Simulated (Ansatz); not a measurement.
NiO: what the numbers say

**What was measured.** A measured cell of cubic NiO (space group Fm-3m), temperature not stated, from the Crystallography Open Database (2012, doi:10.1021/ic202715c), has a = 4.177 Å and 9.11 Å³/atom.

Method: PBE+U (U_eff = 6.2 eV on Ni 3d), scalar-relativistic; collinear spin; PAW, 420 eV, 10×10×5 k-mesh, Gaussian smearing of 0.05 eV; code Ansatz; PAW files: Ansatz's generated set soft_2.

The chain of runs began from a cell as deposited in COD, expanded in volume.

The relaxed structure (symmetry read at 0.01 Å). The structure is cubic, space group Fm-3m (No. 225). The conventional cell has a = 4.251 Å, b = 4.251 Å, c = 4.251 Å, α = 90.00°, β = 90.00°, γ = 90.00°. Ni (site symmetry m-3m) is surrounded by 6 O at 2.13 Å. Around O (site symmetry m-3m) lie 6 Ni at 2.13 Å. (Shells end 15 % past the nearest neighbour.)

Results at this level of theory:

- Volume: 9.60 Å³/atom
- Band gap: 2.77 eV
- Smallest direct gap: 3.48 eV (over both spins)
- Magnetic state: antiferromagnetic
- Site spin moments: Ni 1.69, -1.69 μB
- Spin moment of the cell: 0.00 μB
- Bader charges: Ni 1.25; O -1.25 e
- Bulk modulus (Birch–Murnaghan): 181 GPa
- Pressure derivative B0′: 4.4
- Shear modulus (Hill): 94 GPa
- Young's modulus: 241 GPa
- Poisson's ratio: 0.28
- Elastically stable: yes

Task: What kind of gap is it?

Result: It is indirect: 2.77 eV, against 3.48 eV for the smallest direct gap. Within 0.6 eV of the edges the projected states are 81 % O 2p at the top of the valence band and 39 % Ni 3d at the bottom of the conduction band. The conduction edge mixes several shells, so no single label fits the gap.

Shannon's ionic radii give a check on the bond lengths: Ni²⁺ with 6 neighbours 0.69 Å + O²⁻ 1.40 Å = 2.09 Å against a computed mean of 2.13 Å. Sums and bonds agree within 3 %, so ion sizes set the bond lengths.

Task: How ionic is it?

Result: Bader charges against formal ones: Ni +1.25 (+2), O −1.25 (−2). The cations give up 63 % of the formal charge; Bader charges stay under formal ones because the anions' density reaches into the cations' basins, the more so the higher the formal charge and the softer the anion.

Task: How stiff is it, in energy terms?

Result: B0·V0 = 181.1 GPa × 9.60 Å³ = 10.85 eV/atom sets the scale: near the minimum ΔE ≈ ½ B0 V0 x², with x = V/V0 − 1, and a pressure of 1.8 GPa squeezes the volume by about 1 %. At the ends of the curve: x = −5.5 % predicts 16.4 meV/atom and the run gives 18.1; x = +10.0 % predicts 54.3 meV/atom and the run gives 45.7. Compression costs more and expansion less than the parabola says, since the crystal stiffens as it shrinks; B0′ measures that.

Task: Which Debye temperature follows from the elastic moduli?

Result: K = 181 GPa and G = 94 GPa (Hill). With a density of 6.459 g/cm³ (mean mass 37.3 u, 9.60 Å³/atom), K = 180.9 and G = 94.4 GPa from the unrounded constants, v_l = √((K + 4G/3)/ρ) = 6890 m/s and v_t = √(G/ρ) = 3820 m/s. The mean [(1/v_l³ + 2/v_t³)/3]^(−1/3) is 4260 m/s, and θ_D = (ħ/k_B)(6π²/V)^(1/3) v_m ≈ 600 K, with V the volume an atom.

**Comparison.** The computed cell (4.251 Å, 9.60 Å³/atom) differs from the database's by +5.4 % in volume, about +1.8 % in length. PBE tends to overestimate volumes, and a Hubbard U, which takes the open shell out of the bonding, usually adds to that.

With a Hubbard U or exact exchange the result depends on the state in which the open shell ends, and a lower one can't be excluded. Site moments are of spin, integrated over atomic spheres.
